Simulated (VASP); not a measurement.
Here is a VASP 6.6.1 calculation.

Contents of INCAR:

```
ALGO     = Normal         # electronic algorithm
EDIFF    = 1E-7           # SCF threshold, eV
EDIFFG   = -0.01          # ionic threshold
ENCUT    = 600            # plane-wave cutoff, eV
GGA      = PS             # functional
IBRION   = 2              # ionic algorithm
ISIF     = 2              # what is computed and relaxed
ISMEAR   = 0              # smearing method
LASPH    = T              # aspherical terms in the spheres
LCHARG   = F              # write CHGCAR
LREAL    = F              # projectors in reciprocal space
LWAVE    = F              # write WAVECAR
NELM     = 80             # most SCF steps
NSW      = 40             # ionic steps
PREC     = Accurate       # precision mode
SIGMA    = 0.03           # smearing width, eV
```

The input KPOINTS:

```
k-points
0
Gamma
  8 8 8
```

The input POSCAR:

```
KMgF3                                   
1.0
    3.9295243387      0.0000000000      0.0000000000
    0.0000000000      3.9295243387      0.0000000000
    0.0000000000      0.0000000000      3.9295243387
  K               Mg              F             
     1     1     3
Direct
     0.5000000000000000    0.5000000000000000    0.5000000000000000
     0.0000000000000000    0.0000000000000000    0.0000000000000000
     0.5000000000000000    0.0000000000000000    0.0000000000000000
     0.0000000000000000    0.5000000000000000    0.0000000000000000
     0.0000000000000000    0.0000000000000000    0.5000000000000000
```

Potentials or basis: VASP PAW PBE potentials, release 64 (K_sv, Mg, F).

Launch:

```console
$ cat potpaw_PBE.64/K_sv/POTCAR potpaw_PBE.64/Mg/POTCAR potpaw_PBE.64/F/POTCAR > POTCAR
$ mpirun -np 1 vasp_std > vasp.out
```

Task: What does it give for the band gap on the k mesh?

Result: 7.45 eV, indirect (least direct gap 7.77 eV).

Final structure:
```
K Mg F
1.0
     3.92952    0.00000    0.00000
     0.00000    3.92952    0.00000
     0.00000    0.00000    3.92952
K Mg F
1 1 3
Direct
  0.50000 0.50000 0.50000
  0.00000 0.00000 0.00000
  0.50000 0.00000 0.00000
  0.00000 0.50000 0.00000
  0.00000 0.00000 0.50000
```

Caveat: the relaxation stopped at its first step, so nothing moved. A k mesh can miss the band edges.
